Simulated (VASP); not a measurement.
Calculation: PBE GGA, VASP's PBE PAW potentials (set 64) (plane waves; VASP).

VASP input:

KPOINTS:
```
Automatic mesh
0
Gamma
12 12 7
0 0 0
```

### INCAR
```
SYSTEM = BeO
PREC = Normal
ENCUT = 450
EDIFF = 1E-5
NELM = 100
ALGO = Fast
LREAL = .FALSE.
LASPH = .TRUE.
ISMEAR = 0
SIGMA = 0.05
GGA = PE
LWAVE = .FALSE.
LCHARG = .FALSE.
NELMIN = 4
IBRION = 2
ISIF = 2
NSW = 20
EDIFFG = -0.03
```

**POSCAR**
```
BeO
1.0
  2.7137980290   0.0000000000   0.0000000000
 -1.3568990145   2.3502184500   0.0000000000
  0.0000000000   0.0000000000   4.4051854161
Be O
2 2
direct
  0.3333330000   0.6666670000   0.0000000000
  0.6666670000   0.3333330000   0.5000000000
  0.3333330000   0.6666670000   0.3780000000
  0.6666670000   0.3333330000   0.8780000000
```

POTCAR, in this order: Be O (PBE.64 set). Program: vasp_std.

The run wrote:

### OSZICAR
```
       N       E                     dE             d eps       ncg     rms          rms(c)
DAV:   1     0.578148749425E+02    0.57815E+02   -0.81561E+03  1832   0.113E+03
DAV:   2    -0.277245866137E+02   -0.85539E+02   -0.81027E+02  2448   0.267E+02
DAV:   3    -0.306147553579E+02   -0.28902E+01   -0.28816E+01  2420   0.529E+01
DAV:   4    -0.306362168150E+02   -0.21461E-01   -0.21449E-01  2192   0.515E+00
DAV:   5    -0.306365164582E+02   -0.29964E-03   -0.29961E-03  2376   0.521E-01    0.902E+00
RMM:   6    -0.284423299260E+02    0.21942E+01   -0.68437E+00  1824   0.208E+01    0.280E+00
RMM:   7    -0.284733246159E+02   -0.30995E-01   -0.62670E-01  1824   0.587E+00    0.196E+00
RMM:   8    -0.284830123164E+02   -0.96877E-02   -0.88956E-02  1824   0.351E+00    0.579E-01
RMM:   9    -0.284746049383E+02    0.84074E-02   -0.12145E-02  1824   0.108E+00    0.193E-01
RMM:  10    -0.284778605099E+02   -0.32556E-02   -0.31722E-02  1824   0.141E+00    0.355E-01
RMM:  11    -0.284749096063E+02    0.29509E-02   -0.61787E-03  1824   0.715E-01    0.844E-02
RMM:  12    -0.284749225055E+02   -0.12899E-04   -0.17839E-03  1824   0.385E-01    0.128E-02
RMM:  13    -0.284749249201E+02   -0.24146E-05   -0.99108E-05  1602   0.136E-01
   1 F= -.28474925E+02 E0= -.28474925E+02  d E =-.284749E+02
```

File OUTCAR:
```
------------------------ aborting loop because EDIFF is reached ----------------------------------------
  FORCE on cell =-STRESS in cart. coord.  units (eV):
  Direction    XX          YY          ZZ          XY          YZ          ZX
  --------------------------------------------------------------------------------------
  Total       -0.2155491     -0.2155492     -0.2061709      0.0000000     -0.0000000      0.0000000
  in kB      -12.2915575    -12.2915619    -11.7567685      0.0000000     -0.0000000      0.0000000
  external PRESSURE =     -12.1132960 kB  Pullay stress =       0.0000000 kB
  volume of cell :       28.10
      direct lattice vectors                 reciprocal lattice vectors
     2.713798029  0.000000000  0.000000000     0.368487260  0.212746181  0.000000000
    -1.356899014  2.350218450  0.000000000     0.000000000  0.425492362  0.000000000
     0.000000000  0.000000000  4.405185416     0.000000000  0.000000000  0.227005201
 POSITION                                       TOTAL-FORCE (eV/Angst)
 -----------------------------------------------------------------------------------
     -0.00000      1.56681      0.00000         0.000000      0.000000      0.005295
      1.35690      0.78341      2.20259         0.000000     -0.000000      0.005295
     -0.00000      1.56681      1.66516        -0.000000      0.000000     -0.005295
      1.35690      0.78341      3.86775         0.000000     -0.000000     -0.005295
 -----------------------------------------------------------------------------------
    total drift:                               -0.001467      0.000647      0.002939
  FREE ENERGIE OF THE ION-ELECTRON SYSTEM (eV)
  ---------------------------------------------------
  free  energy   TOTEN  =       -28.4749249201 eV

  energy  without entropy=      -28.4749249201  energy(sigma->0) =      -28.47492492

 reached required accuracy - stopping structural energy minimisation
```
(Selected blocks of OUTCAR.)

At this cut-off the stress carries a Pulay error, which pulls relaxed volumes low.

The compound is BeO in the wurtzite structure. It was relaxed first.
